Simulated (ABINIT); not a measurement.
# PbS (Galena) (Fm-3m) in ABINIT: further runs

Aim: see how the results for PbS (Galena) move with the level of theory and the settings. Levels: LDA, PBEsol. Tasks: single point.

Program: ABINIT 10.8.3 (patched build). These are calculated values, not measurements. Logs are shortened: lines on timing, memory, paths and dates and some standing lists are left out, and cuts for length are marked. The log counts tension as positive stress, the text compression.

### Step 1. Starting point

It takes space group Fm-3m (No. 225, cubic). Conventional cell: a = 5.931 Å, b = 5.931 Å, c = 5.931 Å, α = 90.00°, β = 90.00°, γ = 90.00°. Pb (site symmetry m-3m) is surrounded by 6 S at 2.97 Å. S (site symmetry m-3m) has 6 Pb at 2.97 Å as nearest neighbours.

### Step 2. Single point, LDA (cell relaxed)

The input, run.abi:

```
pp_dirpath "./"
pseudos "Pb.upf, S.upf"

acell 3*1.0 Angstrom
rprim
     0.0000000000     2.9203956800     2.9203956800
     2.9203956800     0.0000000000     2.9203956800
     2.9203956800     2.9203956800     0.0000000000
ntypat 2
znucl 82 16
natom 2
typat 1 2
xred
     0.0000000000     0.0000000000     0.0000000000
     0.5000000000     0.5000000000     0.5000000000
chkprim 0
chksymtnons 0
tolsym 1.0e-6

ecut 761.918815 eV

kptopt 1
ngkpt 6 6 6
nshiftk 1
shiftk 0.0 0.0 0.0

ixc 7

nband 14
occopt 3
tsmear 0.00183747

nstep 100
tolvrs 1.0e-10

iomode 3
prtwf 0
prtden 0
prteig 0
prtebands 0
enunit 1
prtvol 2
```

Potentials or basis: PseudoDojo NC SR LDA v0.4.1 standard.

The run is started by

```console
$ abinit run.abi > log 2>&1
```

run.abo:

```text
.Version 10.8.3 of ABINIT
 Symmetries : space group Fm -3 m (#225); Bravais cF (face-center cubic)
================================================================================
 Values of the parameters that define the memory need of the present run
     intxc =       0    ionmov =       0      iscf =       7    lmnmax =       6
     lnmax =       6     mgfft =      40  mpssoang =       3    mqgrid =    3001
     natom =       2  nloc_mem =       1    nspden =       1   nspinor =       1
    nsppol =       1      nsym =      48    n1xccc =    2501    ntypat =       2
    occopt =       3   xclevel =       1
       mpw =        2397          nfft =       64000          nkpt =          16
================================================================================
================================================================================

--------------------------------------------------------------------------------
------------- Echo of variables that govern the present computation ------------
--------------------------------------------------------------------------------
 -outvars: echo values of preprocessed input variables --------
            acell      1.8897261259E+00  1.8897261259E+00  1.8897261259E+00 Bohr
              amu      2.07200000E+02  3.20660000E+01
          chkprim           0
      chksymtnons           0
             ecut      2.80000000E+01 Hartree
           enunit           1
              ixc           7
         kptrlatt        6    0    0      0    6    0      0    0    6
          kptrlen      4.68281297E+01
            natom           2
            nband          14
            ngfft          40      40      40
             nkpt          16
            nstep         100
             nsym          48
           ntypat           2
           occopt           3
           prtden           0
        prtebands           0
           prteig           0
           prtvol           2
            prtwf           0
            rprim      0.0000000000E+00  2.9203956800E+00  2.9203956800E+00
                       2.9203956800E+00  0.0000000000E+00  2.9203956800E+00
                       2.9203956800E+00  2.9203956800E+00  0.0000000000E+00
          spgroup         225
           tolsym      1.00000000E-06
           tolvrs      1.00000000E-10
           tsmear      1.83747000E-03 Hartree
            typat      1  2
           xangst      0.0000000000E+00  0.0000000000E+00  0.0000000000E+00
                       2.9203956800E+00  2.9203956800E+00  2.9203956800E+00
            xcart      0.0000000000E+00  0.0000000000E+00  0.0000000000E+00
                       5.5187480145E+00  5.5187480145E+00  5.5187480145E+00
             xred      0.0000000000E+00  0.0000000000E+00  0.0000000000E+00
                       5.0000000000E-01  5.0000000000E-01  5.0000000000E-01
            znucl       82.00000   16.00000

================================================================================

 chkinp: Checking input parameters for consistency.

================================================================================
== DATASET  1 ==================================================================

--- !DatasetInfo
iteration_state: {dtset: 1, }
dimensions: {natom: 2, nkpt: 16, mband: 14, nsppol: 1, nspinor: 1, nspden: 1, mpw: 2397, }
cutoff_energies: {ecut:  28.0, pawecutdg:  -1.0, }
electrons: {nelect:   2.00000000E+01, charge:   0.00000000E+00, occopt:   3.00000000E+00, tsmear:   1.83747000E-03, }
meta: {optdriver: 0, ionmov: 0, optcell: 0, iscf: 7, paral_kgb: 0, }
...

 Exchange-correlation functional for the present dataset will be:
  LDA: Perdew-Wang 92 LSD fit to Ceperley-Alder data - ixc=7
  J.P.Perdew and Y.Wang, PRB 45, 13244 (1992)

 Real(R)+Recip(G) space primitive vectors, cartesian coordinates (Bohr,Bohr^-1):
 R(1)=  0.0000000  5.5187480  5.5187480  G(1)= -0.0906003  0.0906003  0.0906003
 R(2)=  5.5187480  0.0000000  5.5187480  G(2)=  0.0906003 -0.0906003  0.0906003
 R(3)=  5.5187480  5.5187480  0.0000000  G(3)=  0.0906003  0.0906003 -0.0906003
 Unit cell volume ucvol=  3.3616438E+02 bohr^3
 Angles (23,13,12)=  6.00000000E+01  6.00000000E+01  6.00000000E+01 degrees
[... 114 lines left out ...]
  -0.3333  0.3333  0.0000    1  7.83874E-13 kpt; spin; max resid(k); each band:
  2.25E-16 8.22E-17 1.20E-16 2.43E-17 2.89E-18 2.61E-16 1.69E-16 1.48E-16
  1.63E-16 3.16E-16 4.10E-16 1.32E-16 1.12E-15 7.84E-13
   0.5000  0.5000  0.0000    1  4.60454E-15 kpt; spin; max resid(k); each band:
  3.22E-16 1.59E-16 3.24E-18 2.73E-18 2.62E-18 3.92E-16 1.21E-16 1.42E-16
  1.56E-16 1.64E-16 4.63E-16 4.60E-15 4.08E-15 6.94E-16
   0.5000  0.3333  0.1667    1  3.83393E-15 kpt; spin; max resid(k); each band:
  2.07E-16 1.29E-16 6.36E-17 1.46E-17 1.25E-17 2.89E-16 2.62E-16 1.72E-16
  2.30E-16 2.53E-16 5.23E-16 8.03E-16 1.14E-15 3.83E-15
  -0.3333  0.3333  0.1667    1  1.02390E-05 kpt; spin; max resid(k); each band:
  2.23E-16 8.87E-17 1.01E-16 2.76E-17 6.12E-18 2.53E-16 1.74E-16 1.47E-16
  1.77E-16 2.29E-16 1.42E-16 1.61E-15 3.59E-15 1.02E-05
  -0.3333  0.5000  0.1667    1  3.47004E-14 kpt; spin; max resid(k); each band:
  2.74E-16 1.38E-16 5.68E-17 1.79E-17 1.96E-18 3.28E-16 1.30E-16 1.52E-16
  1.67E-16 2.59E-16 2.30E-16 3.61E-16 2.60E-15 3.47E-14
 reduced coordinates (array xred) for    2 atoms
       0.000000000000      0.000000000000      0.000000000000
       0.500000000000      0.500000000000      0.500000000000
 rms dE/dt=  0.0000E+00; max dE/dt=  0.0000E+00; dE/dt below (all hartree)
    1       0.000000000000      0.000000000000      0.000000000000
    2       0.000000000000      0.000000000000      0.000000000000

 cartesian coordinates (angstrom) at end:
    1      0.00000000000000     0.00000000000000     0.00000000000000
    2      2.92039568000000     2.92039568000000     2.92039568000000

 cartesian forces (hartree/bohr) at end:
    1     -0.00000000000000    -0.00000000000000    -0.00000000000000
    2     -0.00000000000000    -0.00000000000000    -0.00000000000000
 frms,max,avg= 0.0000000E+00 0.0000000E+00   0.000E+00  0.000E+00  0.000E+00 h/b

 cartesian forces (eV/Angstrom) at end:
    1     -0.00000000000000    -0.00000000000000    -0.00000000000000
    2     -0.00000000000000    -0.00000000000000    -0.00000000000000
 frms,max,avg= 0.0000000E+00 0.0000000E+00   0.000E+00  0.000E+00  0.000E+00 e/A
 length scales=  1.889726125908  1.889726125908  1.889726125908 bohr
              =  1.000000000000  1.000000000000  1.000000000000 angstroms
 Fermi (or HOMO) energy (eV) =   4.94018   Average Vxc (eV)= -10.50899
 Eigenvalues (   eV  ) for nkpt=  16  k points:
 kpt#   1, nband= 14, wtk=  0.00463, kpt=  0.0000  0.0000  0.0000 (reduced coord)
 -11.92622  -11.92622  -11.92622  -11.91846  -11.91846   -9.13727   -1.17921    2.49930
   2.49930    2.49930   10.08019   10.08019   10.08019   11.39925
 kpt#   2, nband= 14, wtk=  0.03704, kpt=  0.1667  0.0000  0.0000 (reduced coord)
 -11.93000  -11.93000  -11.92520  -11.91037  -11.91037   -8.88022   -2.03942    2.58044
   2.58044    3.12435    8.17673    8.78616    8.78616   11.37347
 kpt#   3, nband= 14, wtk=  0.03704, kpt=  0.3333  0.0000  0.0000 (reduced coord)
 -11.94890  -11.94890  -11.92440  -11.88262  -11.88262   -8.21479   -3.54775    2.79249
   2.79249    4.06318    6.19544    7.24033    7.24033   12.09784
 kpt#   4, nband= 14, wtk=  0.01852, kpt=  0.5000  0.0000  0.0000 (reduced coord)
 -11.95845  -11.95845  -11.92451  -11.86852  -11.86852   -7.72597   -4.37246    2.93714
   2.93714    4.90369    4.97667    6.60650    6.60650   13.43516
 kpt#   5, nband= 14, wtk=  0.02778, kpt=  0.1667  0.1667  0.0000 (reduced coord)
 -11.94943  -11.93433  -11.91054  -11.90824  -11.90824   -8.78504   -2.05074    2.13120
   2.13120    3.69853    7.04588    9.63867    9.63867   10.02137
 kpt#   6, nband= 14, wtk=  0.11111, kpt=  0.3333  0.1667  0.0000 (reduced coord)
 -11.98317  -11.93290  -11.92218  -11.89236  -11.87887   -8.23376   -3.01851    2.00110
[... 16 lines left out ...]
 kpt#  12, nband= 14, wtk=  0.05556, kpt= -0.3333  0.3333  0.0000 (reduced coord)
 -12.03758  -11.92299  -11.91521  -11.88585  -11.86828   -7.30931   -3.70729    0.00128
   2.03299    2.74754    7.44505    8.18954    9.58267   11.97156
 kpt#  13, nband= 14, wtk=  0.01389, kpt=  0.5000  0.5000  0.0000 (reduced coord)
 -12.12037  -11.95870  -11.88675  -11.85092  -11.85092   -7.20222   -2.53686   -0.77464
   1.12001    1.12001    8.42093   10.50635   10.61458   10.61458
 kpt#  14, nband= 14, wtk=  0.11111, kpt=  0.5000  0.3333  0.1667 (reduced coord)
 -12.02186  -11.92820  -11.92321  -11.87905  -11.87140   -7.66699   -3.44137    0.89481
   1.48348    3.26271    7.08905    8.55725    8.94557   11.58022
 kpt#  15, nband= 14, wtk=  0.11111, kpt= -0.3333  0.3333  0.1667 (reduced coord)
 -12.03592  -11.92889  -11.90519  -11.89975  -11.86017   -7.30856   -3.72132    0.55207
   0.82628    3.76496    6.54713    8.93917    9.28375   12.82952
 kpt#  16, nband= 14, wtk=  0.05556, kpt= -0.3333  0.5000  0.1667 (reduced coord)
 -12.07960  -11.93312  -11.90789  -11.87927  -11.85091   -7.16825   -3.21251   -0.38147
   0.54431    2.91005    7.94936    8.95798    9.96531   11.74524
 Total charge density [el/Bohr^3]
)     Maximum=    7.8520E-01  at reduced coord.    0.0750    0.8750    0.9750
)Next maximum=    7.8520E-01  at reduced coord.    0.8750    0.0750    0.9750
)     Minimum=    8.6973E-04  at reduced coord.    0.5000    0.5000    0.5000
)Next minimum=    1.6275E-03  at reduced coord.    0.0000    0.0000    0.0000
   Integrated=    2.0000E+01

--- !EnergyTerms
iteration_state     : {dtset: 1, }
comment             : Components of total free energy in Hartree
kinetic             :  3.83572872883841E+01
hartree             :  1.47709116354951E+01
xc                  : -2.29210049252972E+01
Ewald energy        : -5.64785311168667E+01
psp_core            :  3.14059661682457E+00
local_psp           : -4.54938545983581E+01
non_local_psp       : -1.27342838277155E+01
internal            : -8.13588789275338E+01
'-kT*entropy'       : -8.58519291888480E-05
total_energy        : -8.13589647794630E+01
total_energy_eV     : -2.21389021518713E+03
band_energy         : -4.73842304864958E+00
...

 Cartesian components of stress tensor (hartree/bohr^3)
  sigma(1 1)=  2.47242773E-07  sigma(3 2)=  0.00000000E+00
  sigma(2 2)=  2.47242773E-07  sigma(3 1)=  0.00000000E+00
  sigma(3 3)=  2.47242773E-07  sigma(2 1)=  0.00000000E+00

-Cartesian components of stress tensor (GPa)         [Pressure= -7.2741E-03 GPa]
- sigma(1 1)=  7.27413351E-03  sigma(3 2)=  0.00000000E+00
- sigma(2 2)=  7.27413351E-03  sigma(3 1)=  0.00000000E+00
- sigma(3 3)=  7.27413351E-03  sigma(2 1)=  0.00000000E+00

== END DATASET(S) ==============================================================
================================================================================

 -outvars: echo values of variables after computation  --------
            acell      1.8897261259E+00  1.8897261259E+00  1.8897261259E+00 Bohr
           etotal     -8.1358964779E+01
            fcart     -0.0000000000E+00 -0.0000000000E+00 -0.0000000000E+00
                      -0.0000000000E+00 -0.0000000000E+00 -0.0000000000E+00
            rprim      0.0000000000E+00  2.9203956800E+00  2.9203956800E+00
                       2.9203956800E+00  0.0000000000E+00  2.9203956800E+00
                       2.9203956800E+00  2.9203956800E+00  0.0000000000E+00
           strten      2.4724277259E-07  2.4724277258E-07  2.4724277258E-07
                       0.0000000000E+00  0.0000000000E+00  0.0000000000E+00
           xangst      0.0000000000E+00  0.0000000000E+00  0.0000000000E+00
                       2.9203956800E+00  2.9203956800E+00  2.9203956800E+00
             xred      0.0000000000E+00  0.0000000000E+00  0.0000000000E+00
                       5.0000000000E-01  5.0000000000E-01  5.0000000000E-01
 Calculation completed.
```

It took 18 s on 1 thread of Arm Neoverse V1, shared host; peak memory 0.07 GiB.

Results:

```yaml
Free_energy: -2213.8902 eV
Pressure: 0.0 GPa
Band_gap_on_the_k_mesh: 0.07 eV, direct
Valence_electrons_inside_the_program's_atomic_spheres: Pb 10.09; S 3.88
```

Caveat: spin-orbit coupling is left out, which as a rule narrows the gap of such compounds by several tenths of an eV. A k mesh can miss the band edges.

### Step 3. Single point, PBEsol

The input, run.abi:

```
# Pseudopotentials
pp_dirpath "./"
pseudos "Pb.upf, S.upf"

# Structure
acell 4.1942038726 4.1942038726 4.1942038726 Angstrom
rprim
     0.0000000000     0.7071067812     0.7071067812
     0.7071067812     0.0000000000     0.7071067812
     0.7071067812     0.7071067812     0.0000000000
ntypat 2
znucl 82 16
natom 2
typat 1 2
xred
     0.0000000000     0.0000000000     0.0000000000
     0.5000000000     0.5000000000     0.5000000000

# Plane-wave basis
ecut 24.0

# k points
kptopt 1
ngkpt 6 6 6
nshiftk 1
shiftk 0.0 0.0 0.0

# Exchange and correlation
ixc -116133

# Bands and occupations
nband 14
occopt 3
tsmear 0.00183747

# SCF cycle
nstep 100
tolvrs 1.0e-10

# Output
iomode 3
prtwf 0
prtden 0
prteig 0
prtebands 0
enunit 2
```

Potentials or basis: PseudoDojo NC SR PBEsol v0.4.1 standard.

The run is started by

```console
$ abinit run.abi > log 2>&1
```

It took 14 s on 1 thread of Arm Neoverse V1, shared host; peak memory 0.07 GiB.

Results (log left out):

```
Free energy                                           : -2212.9836 eV
Pressure                                              : -1.3 GPa
Band gap on the k mesh                                : 0.26 eV, direct
Valence electrons inside the program's atomic spheres : Pb 10.04; S 3.82
```

Levels at points of the mesh, in eV from the valence-band top:
| k point | band 7 | band 8 | band 9 | band 10 | band 11 | band 12 | band 13 | band 14 |
| --- | --- | --- | --- | --- | --- | --- | --- | --- |
| (0.00, 0.00, 0.00) | -6.06 | -2.16 | -2.16 | -2.16 | 5.17 | 5.17 | 5.17 | 6.62 |
| (0.50, 0.00, 0.00) | -8.89 | -1.77 | -1.77 | 0.00 | 0.26 | 1.90 | 1.90 | 8.50 |
| (0.50, 0.50, 0.00) | -7.23 | -5.25 | -3.45 | -3.45 | 3.72 | 5.53 | 5.65 | 5.65 |

Caveat: the cutoff is short for stress, so the pressure is rough; spin-orbit coupling is left out, which as a rule narrows the gap of such compounds by several tenths of an eV.
